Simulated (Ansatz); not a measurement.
## Relaxation of TiCo

Computed with Ansatz, DFT PBEsol, scalar-relativistic, plane waves, PAW. (420 eV cutoff, 18×18×18 k-mesh, Gaussian smearing of 0.10 eV, collinear spin)

What was changed: biaxial strain in the a-b plane, c and atoms relaxed: -1.0 %.

Command:

```bash
ansatz run input.yaml --threads 1 --pin off --max-ram 2560MiB --backend cpu --events-out ev --progress --plain --runs-dir out
```

Input:

```yaml
crystal:
  lattice:
    - [2.9091222555, 0.0, 0.0]
    - [0.0, 2.9091222555, 0.0]
    - [0.0, 0.0, 2.9561383728]
  atoms:
    - { symbol: Ti, position: [0.0, 0.0, 0.0] }
    - { symbol: Co, position: [0.5, 0.5, 0.5], spin: 0.75 }
basis:
  ecutwfc: 420
kpoints:
  mp_grid: { grid: [18, 18, 18] }
hamiltonian:
  xc: pbesol
scf:
  occupations: { method: gaussian, width: 0.1 }
output:
  forces: true
  stress: true
  eigenvalues: true
  populations: true
magnetization:
  spin_polarized: true
relax:
  adjacent_minimum: "off"
  f_tol: 0.008
  max_steps: 40
  cell: { stress_tol: 0.015, fix: [a, b, gamma] }
```

F is the free energy. Steps run on the plane waves of an earlier cell, but the last one, and at times one on the way, on a freshly chosen basis, so a repeated geometry can differ a little in energy. The held parts of the cell keep their stress, so P needn't end at zero.

Steps:

```
step F − F(1) (eV) largest force component (eV/Å) V (Å³/atom) P (GPa)
   1         0.0000                           0.000       12.509     2.97
   2        -0.0013                           0.000       12.589     1.66
   3        -0.0013                           0.000       12.616     1.21
   4        -0.0015                           0.000       12.616     1.23
   5        -0.0015                           0.000       12.618     1.20
   6        -0.0015                           0.000       12.618     1.20
```

Relaxed structure:

```cif
data_structure
_symmetry_space_group_name_H-M 'P 1'
_symmetry_Int_Tables_number 1
_cell_length_a 2.9091
_cell_length_b 2.9091
_cell_length_c 2.9819
_cell_angle_alpha 90.000
_cell_angle_beta 90.000
_cell_angle_gamma 90.000
_cell_volume 25.24
loop_
_atom_site_label
_atom_site_type_symbol
_atom_site_fract_x
_atom_site_fract_y
_atom_site_fract_z
_atom_site_occupancy
Ti1 Ti 0.00000 0.00000 0.00000 1
Co1 Co 0.50000 0.50000 0.50000 1
```

It takes space group P4/mmm (No. 123, tetragonal). Conventional cell: a = 2.909 Å, b = 2.909 Å, c = 2.982 Å, α = 90.00°, β = 90.00°, γ = 90.00°. Ti (site symmetry 4/mmm) has 8 Co at 2.54 Å and 6 Ti at 2.91 to 2.98 Å as nearest neighbours. Co (site symmetry 4/mmm) has 8 Ti at 2.54 Å and 6 Co at 2.91 to 2.98 Å as nearest neighbours.

The run converged. It took 2.4 min on 1 thread of Intel(R) Xeon(R) 6975P-C (Granite Rapids), on a shared host, peak memory 0.76 GiB.